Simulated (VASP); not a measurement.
# KI (Fm-3m) in VASP: notebook

One crystal, KI, is run at these levels: PBE; tasks: G0W0 quasiparticle levels, evGW0 quasiparticle levels.

All numbers are computed with VASP 6.6.1; they aren't measurements. Logs are shortened: lines on timing, memory, paths and dates and some standing lists are left out, and cuts for length are marked.

**The experiment to reproduce.**

From a printed reference work, monograph, for a bulk crystal of KI: band gap 6.32 eV.

The runs below are set against these values where they give the same quantity.

## 1. The crystal as given

The structure is cubic, space group Fm-3m (No. 225). Conventional cell: a = 7.016 Å, b = 7.016 Å, c = 7.016 Å, α = 90.00°, β = 90.00°, γ = 90.00°. K (site symmetry m-3m) has 6 I at 3.51 Å as nearest neighbours. I (site symmetry m-3m) has 6 K at 3.51 Å as nearest neighbours.

## 2. G0W0 quasiparticle levels, PBE

Contents of POSCAR:

```
KI                                      
1.0
    0.0000000000      3.5081227332      3.5081227332
    3.5081227332      0.0000000000      3.5081227332
    3.5081227332      3.5081227332      0.0000000000
  K               I             
     1     1
Direct
     0.0000000000000000    0.0000000000000000    0.0000000000000000
     0.5000000000000000    0.5000000000000000    0.5000000000000000
```

Contents of INCAR.step1:

```
PREC = Accurate
ENCUT = 500
EDIFF = 1E-8
ISMEAR = 0
SIGMA = 0.01
LREAL = False
LASPH = True
NELM = 80
ALGO = Normal
LWAVE = True
LCHARG = False
GGA = PE
KPAR = 4
```

Contents of INCAR.step2:

```
PREC = Accurate
ENCUT = 500
EDIFF = 1E-8
ISMEAR = 0
SIGMA = 0.01
LREAL = False
LASPH = True
NELM = 1
ALGO = Exact
LWAVE = True
LCHARG = False
GGA = PE
KPAR = 4
NBANDS = 338
LOPTICS = True
ISTART = 1
```

Contents of INCAR.step3:

```
PREC = Accurate
ENCUT = 500
EDIFF = 1E-8
ISMEAR = 0
SIGMA = 0.01
LREAL = False
LASPH = True
ALGO = EVGW0
LWAVE = False
LCHARG = False
GGA = PE
KPAR = 4
NELMGW = 1
NBANDS = 338
ENCUTGW = 150
NOMEGA = 48
PRECFOCK = Fast
ISTART = 1
NBANDSGW = 16
```

Contents of KPOINTS:

```
regular mesh
0
Gamma
  4 4 4
```

Potentials or basis: VASP PAW PBE potentials, release 64 (K_sv_GW, I_GW).

Started as:

```
> cat potpaw_PBE.64/K_sv_GW/POTCAR potpaw_PBE.64/I_GW/POTCAR > POTCAR
> cp INCAR.step1 INCAR
> mpirun -np 4 vasp_std > vasp.out
> cp INCAR.step2 INCAR
> mpirun -np 4 vasp_std > vasp.out
> cp INCAR.step3 INCAR
> mpirun -np 4 vasp_std > vasp.out
```

OUTCAR:

```text
PREC = Accurate
   ENCUT = 500
   EDIFF = 1E-8
   ISMEAR = 0
   LREAL = False
   LASPH = True
   GGA = PE
   NELMGW = 1
   ENCUTGW = 150
   PRECFOCK = Fast
   ISTART = 1

 ion  position               nearest neighbor table
   1  0.000  0.000  0.000-   2 3.51   2 3.51   2 3.51   2 3.51   2 3.51   2 3.51
   2  0.500  0.500  0.500-   1 3.51   1 3.51   1 3.51   1 3.51   1 3.51   1 3.51

  LATTYP: Found a face centered cubic cell.
 ALAT       =     7.0162454664

  Lattice vectors:

 A1 = (   0.0000000000,   3.5081227332,   3.5081227332)
 A2 = (   3.5081227332,   0.0000000000,   3.5081227332)
 A3 = (   3.5081227332,   3.5081227332,   0.0000000000)

Analysis of symmetry for initial positions (statically):
=====================================================================
 Subroutine PRICEL returns:
 Original cell was already a primitive cell.

 Routine SETGRP: Setting up the symmetry group for a
 face centered cubic supercell.

 Subroutine GETGRP returns: Found 48 space group operations
 (whereof 48 operations were pure point group operations)
 out of a pool of 48 trial point group operations.

The static configuration has the point symmetry O_h .

Analysis of symmetry for dynamics (positions and initial velocities):
=====================================================================
 Subroutine PRICEL returns:
 Original cell was already a primitive cell.

 Routine SETGRP: Setting up the symmetry group for a
 face centered cubic supercell.

 Subroutine GETGRP returns: Found 48 space group operations
 (whereof 48 operations were pure point group operations)
 out of a pool of 48 trial point group operations.

The dynamic configuration has the point symmetry O_h .

 Subroutine INISYM returns: Found 48 space group operations
 (whereof 48 operations are pure point group operations),
 and found     1 'primitive' translations

----------------------------------------------------------------------------------------

                                     Primitive cell

  volume of cell :      86.3484

  direct lattice vectors                    reciprocal lattice vectors
     0.000000000  3.508122733  3.508122733    -0.142526370  0.142526370  0.142526370
     3.508122733  0.000000000  3.508122733     0.142526370 -0.142526370  0.142526370
     3.508122733  3.508122733  0.000000000     0.142526370  0.142526370 -0.142526370

  length of vectors
     4.961234748  4.961234748  4.961234748     0.246862915  0.246862915  0.246862915
[... 47 lines left out ...]
   number of dos      NEDOS =    301   number of ions     NIONS =      2
   total plane-waves  NPLWV =  46656
   dimension x,y,z NGX =    36 NGY =   36 NGZ =   36
   dimension x,y,z NGXF=    72 NGYF=   72 NGZF=   72
   ions per type =               1   1
   NGX,Y,Z   is equivalent  to a cutoff of  12.06, 12.06, 12.06 a.u.
   NGXF,Y,Z  is equivalent  to a cutoff of  24.13, 24.13, 24.13 a.u.
 SYSTEM =  unknown system
   PREC   = accura    normal or accurate (medium, high low for compatibility)
   ISTART =      1    job   : 0-new  1-cont  2-samecut
   ICHARG =      0    charge: 1-file 2-atom 10-const
   ISPIN  =      1    spin polarized calculation?
   LNONCOLLINEAR =      F non collinear calculations
   LSORBIT =      F    spin-orbit coupling
   LASPH  =      T    aspherical Exc in radial PAW
   ENCUT  =  500.0 eV  36.75 Ry    6.06 a.u.   9.05  9.05  9.05*2*pi/ulx,y,z
   NELM   =     60;   NELMIN=  2; NELMDL=  0     # of ELM steps
   EDIFF  = 0.1E-07   stopping-criterion for ELM
   LREAL  =      F    real-space projection
   EDIFFG = 0.1E-06   stopping-criterion for IOM
   NSW    =      0    number of steps for IOM
   IBRION =     -1    ionic relax: 0-MD 1-quasi-New 2-CG
   NFREE  =      0    steps in history (QN), initial steepest desc. (CG)
   ISIF   =      0    stress and relaxation
   ISYM   =      3    0-nonsym 1-usesym 2-fastsym
   POTIM  = 0.5000    time-step for ionic-motion
   TEBEG  =    0.0;   TEEND  =   0.0 temperature during run
   PSTRESS=    0.0 pullay stress
   NELECT =      16.0000    total number of electrons
   NUPDOWN=      -1.0000    fix difference up-down
   EMIN   =  10.00;   EMAX   =-10.00  energy-range for DOS
   EFERMI =   0.00;   METHOD = LEGACY
   ISMEAR =     0;   SIGMA  =   0.01  broadening in eV -4-tet -1-fermi 0-gaus
   EFERMI_NEDOS =   21; number of points for ismear=-14 and -15
   IALGO  =     38    algorithm
   IMIX   =      4    mixing-type and parameters
     AMIX     =   0.40;   BMIX     =  1.00
     AMIX_MAG =   1.60;   BMIX_MAG =  1.00
  volume/ion in A,a.u.               =      43.17       291.35
  Fermi-wavevector in a.u.,A,eV,Ry     =   0.933319  1.763717 11.851819  0.871084
  Thomas-Fermi vector in A             =   2.060008
   LORBIT       =      0    0 simple, 1 ext, 2 COOP (PROOUT), +10 PAW based schemes
   GGA     = PE    functional components
   LHFCALC =     T    Hartree Fock is set to
   PRECFOCK=fast      Normal, Fast or Accurate (Low or Medium for compatibility)
   ENCUT4O =  -1.0   cutoff for four orbital integrals eV
   NKREDX  =     1    reduce k-point grid by
   NKREDY  =     1    reduce k-point grid by
   NKREDZ  =     1    reduce k-point grid by
   AEXX    =    1.0000 exact exchange contribution
   HFSCREEN=    0.0000 screening length (either q_TF or 0.3 A-1)
   HFSCREENC=   0.0000 screening length for correlation (either q_TF or 0.3 A-1)
   ENCUTFOCK=  -1.0 apply spherical cutoff to Coloumb kernel
   IVDW    =     0    specifies the selected vdW correction
   LEPSILON=     F    determine dielectric tensor
   LRPA    =     F    only Hartree local field effects (RPA)
   LRPAFORCE           =     F    calculate RPA forces
   ENCUTGW             = 150.0    cutoff for response function in eV
   ENCUTGWSOFT         = 120.0    soft cutoff for Coulomb kernel in GW response function in eV
   ENCUTLF             =  -1.0    cutoff for local field effects
   NELMGW              =     1    number of iterations in solving QP/BSE equation
   NELMHF              =     1    number of iterations in the inner HF iteration
   NKREDLFX            =     1    NKREDLFY  =   1   NKREDLFZ  =   1
 non-spin polarized calculation
 Gauss-broadening in eV      SIGMA  =   0.01
  energy-cutoff  :      500.00
  volume of cell :       86.35
 maximum number of plane-waves:      2209
  NGX = 20; NGY = 20; NGZ = 20
   NGX = 19   NGY = 19   NGZ = 19
 maximum number of plane-waves:       368

 QP shifts <psi_nk| G(iteration)W_0 |psi_nk>: iteration 1
 for sc-GW calculations column KS-energies equals QP-energies in previous step
 and V_xc(KS)=  KS-energies - (<T + V_ion + V_H > + <T+V_H+V_ion>^1  + <V_x>^1)

 k-point   1 :       0.0000    0.0000    0.0000
  band No.  KS-energies  QP-energies   sigma(KS)   V_xc(KS)     V^pw_x(r,r')   Z            occupation Imag(sigma)

      1     -27.8144     -29.5311     -21.3270     -18.5267     -30.7429       0.6131       2.0000       0.7817
      2     -11.3047     -14.2261     -21.4918     -17.7823     -24.6260       0.7875       2.0000       0.1636
      3     -11.3047     -14.2261     -21.4918     -17.7823     -24.6260       0.7875       2.0000       0.1636
      4     -11.3047     -14.2261     -21.4918     -17.7823     -24.6260       0.7875       2.0000       0.1636
      5      -9.8884     -11.5010     -14.1766     -12.1045     -18.9775       0.7783       2.0000       1.3984
      6       0.6457      -1.0829     -13.2914     -11.1190     -14.2477       0.7957       2.0000       0.0950
[... 135 lines left out ...]
      2     -11.3622     -14.1897     -21.1626     -17.4991     -24.3836       0.7718       2.0000       0.2108
      3     -11.3396     -14.2381     -21.4075     -17.6882     -24.5466       0.7793       2.0000       0.1706
      4     -11.3396     -14.2381     -21.4075     -17.6882     -24.5466       0.7793       2.0000       0.1706
      5      -9.6698     -11.2867     -14.6243     -12.5758     -19.2832       0.7893       2.0000       1.3142
      6      -0.1072      -1.9152     -12.6728     -10.3732     -13.8176       0.7862       2.0000       0.1088
[... 8 lines left out ...]
     15      10.7074      12.8289      -9.3698     -12.0408      -5.4655       0.7943       0.0000      -0.1796
     16      11.0725      12.3840      -7.6770      -9.3404      -3.8038       0.7884       0.0000      -0.2318
```

OUTCAR.step1:

```text
PREC = Accurate
   ENCUT = 500
   EDIFF = 1E-8
   ISMEAR = 0
   LREAL = False
[... 323 lines left out ...]
      0.00000      0.00000      0.00000         0.000000      0.000000     -0.000000
      3.50812      3.50812      3.50812        -0.000000     -0.000000      0.000000
 -----------------------------------------------------------------------------------
    total drift:                                0.000000      0.000000      0.000000

  FREE ENERGIE OF THE ION-ELECTRON SYSTEM (eV)
  ---------------------------------------------------
  free  energy   TOTEN  =        -8.0150766765 eV

  energy  without entropy=       -8.0150766765  energy(sigma->0) =       -8.01507668
```

Wall time 3.8 min (4 MPI ranks of Intel Xeon Platinum 8488C (Sapphire Rapids), shared host); peak memory 1.1 GiB.

Results:

```yaml
Band_gap_on_the_k_mesh_mean-field_level: 4.01 eV, direct
Quasiparticle_gap: 6.23 eV
Least_direct_quasiparticle_gap: 6.23 eV
```

Caveat: bands, screening cutoff and mesh are small and nothing is extrapolated, so the quasiparticle values aren't converged; spin-orbit coupling is left out, which moves the levels of the heavy elements.

## 3. EvGW0 quasiparticle levels, PBE

POSCAR is that of step 2.

INCAR.step1 is that of step 2.

INCAR.step2 is that of step 2.

INCAR.step3: that of step 2 with these lines changed.

```diff
@@ -12,3 +12,3 @@
 KPAR = 4
-NELMGW = 1
+NELMGW = 4
 NBANDS = 338
```

KPOINTS is that of step 2.

Potentials or basis: VASP PAW PBE potentials, release 64 (K_sv_GW, I_GW).

Started as:

```
> cat potpaw_PBE.64/K_sv_GW/POTCAR potpaw_PBE.64/I_GW/POTCAR > POTCAR
> cp INCAR.step1 INCAR
> mpirun -np 4 vasp_std > vasp.out
> cp INCAR.step2 INCAR
> mpirun -np 4 vasp_std > vasp.out
> cp INCAR.step3 INCAR
> mpirun -np 4 vasp_std > vasp.out
```

OUTCAR:

```text
PREC = Accurate
   ENCUT = 500
   EDIFF = 1E-8
   ISMEAR = 0
   LREAL = False
   LASPH = True
   GGA = PE
   NELMGW = 4
   ENCUTGW = 150
   PRECFOCK = Fast
   ISTART = 1

 ion  position               nearest neighbor table
   1  0.000  0.000  0.000-   2 3.51   2 3.51   2 3.51   2 3.51   2 3.51   2 3.51
   2  0.500  0.500  0.500-   1 3.51   1 3.51   1 3.51   1 3.51   1 3.51   1 3.51

  LATTYP: Found a face centered cubic cell.
 ALAT       =     7.0162454664

  Lattice vectors:

 A1 = (   0.0000000000,   3.5081227332,   3.5081227332)
 A2 = (   3.5081227332,   0.0000000000,   3.5081227332)
 A3 = (   3.5081227332,   3.5081227332,   0.0000000000)

[... 153 lines left out ...]
   NELMHF              =     1    number of iterations in the inner HF iteration
   NKREDLFX            =     1    NKREDLFY  =   1   NKREDLFZ  =   1
 non-spin polarized calculation
 Gauss-broadening in eV      SIGMA  =   0.01
  energy-cutoff  :      500.00
  volume of cell :       86.35
 maximum number of plane-waves:      2209
  NGX = 20; NGY = 20; NGZ = 20
   NGX = 19   NGY = 19   NGZ = 19
 maximum number of plane-waves:       368

 QP shifts <psi_nk| G(iteration)W_0 |psi_nk>: iteration 1
 for sc-GW calculations column KS-energies equals QP-energies in previous step
 and V_xc(KS)=  KS-energies - (<T + V_ion + V_H > + <T+V_H+V_ion>^1  + <V_x>^1)

 k-point   1 :       0.0000    0.0000    0.0000
  band No.  KS-energies  QP-energies   sigma(KS)   V_xc(KS)     V^pw_x(r,r')   Z            occupation Imag(sigma)

      1     -27.8144     -29.5311     -21.3270     -18.5267     -30.7429       0.6131       2.0000       0.7817
      2     -11.3047     -14.2261     -21.4918     -17.7823     -24.6260       0.7875       2.0000       0.1636
      3     -11.3047     -14.2261     -21.4918     -17.7823     -24.6260       0.7875       2.0000       0.1636
      4     -11.3047     -14.2261     -21.4918     -17.7823     -24.6260       0.7875       2.0000       0.1636
      5      -9.8884     -11.5010     -14.1766     -12.1045     -18.9775       0.7783       2.0000       1.3984
      6       0.6457      -1.0829     -13.2914     -11.1190     -14.2477       0.7957       2.0000       0.0950
[... 621 lines left out ...]
      2     -14.8642     -14.8876     -21.0311       6.1369     -24.3836       0.7794       2.0000       0.2218
      3     -14.9032     -14.9281     -21.2839       6.3486     -24.5466       0.7760       2.0000       0.1682
      4     -14.9032     -14.9281     -21.2839       6.3486     -24.5466       0.7760       2.0000       0.1682
      5     -11.6530     -11.6637     -14.5724       2.9060     -19.2832       0.7979       2.0000       1.3004
      6      -2.2624      -2.2711     -12.5395      10.2660     -13.8176       0.7910       2.0000       0.1176
[... 8 lines left out ...]
     15      13.0757      13.0789      -9.6685      22.7482      -5.4655       0.7814       0.0000      -0.2399
     16      12.5640      12.5659      -7.8465      20.4129      -3.8038       0.7843       0.0000      -0.2775
```

OUTCAR.step1:

```text
PREC = Accurate
   ENCUT = 500
   EDIFF = 1E-8
   ISMEAR = 0
   LREAL = False
[... 323 lines left out ...]
      0.00000      0.00000      0.00000         0.000000      0.000000     -0.000000
      3.50812      3.50812      3.50812        -0.000000     -0.000000      0.000000
 -----------------------------------------------------------------------------------
    total drift:                                0.000000      0.000000      0.000000

  FREE ENERGIE OF THE ION-ELECTRON SYSTEM (eV)
  ---------------------------------------------------
  free  energy   TOTEN  =        -8.0150766765 eV

  energy  without entropy=       -8.0150766765  energy(sigma->0) =       -8.01507668
```

Wall time 9.1 min (4 MPI ranks of Intel Xeon Platinum 8488C (Sapphire Rapids), shared host); peak memory 1.1 GiB.

What came out:

```
Band gap on the k mesh, mean-field level : 4.01 eV, direct
Quasiparticle gap                        : 6.63 eV
Least direct quasiparticle gap           : 6.63 eV
```

Levels at points of the mesh, in eV from the valence-band top:
| k point | band 4 | band 5 | band 6 | band 7 | band 8 | band 9 | band 10 | band 11 | band 12 |
| --- | --- | --- | --- | --- | --- | --- | --- | --- | --- |
| (0.00, 0.00, 0.00) | -11.95 | -10.53 | 0.00 | 0.00 | 0.00 | 4.01 | 6.50 | 6.50 | 6.50 |
| (0.50, 0.00, 0.00) | -11.95 | -10.23 | -1.37 | -0.35 | -0.35 | 5.54 | 7.77 | 8.20 | 8.20 |
| (0.50, 0.50, 0.00) | -11.97 | -10.38 | -1.03 | -0.38 | -0.38 | 4.91 | 5.82 | 8.13 | 8.76 |

Quasiparticle gap after each update of the energies (eV): 6.23, 6.57, 6.62, 6.63

Caveat: bands, screening cutoff and mesh are small and nothing is extrapolated, so the quasiparticle values aren't converged; spin-orbit coupling is left out, which moves the levels of the heavy elements.

(Part 1 of 2 ends here.)
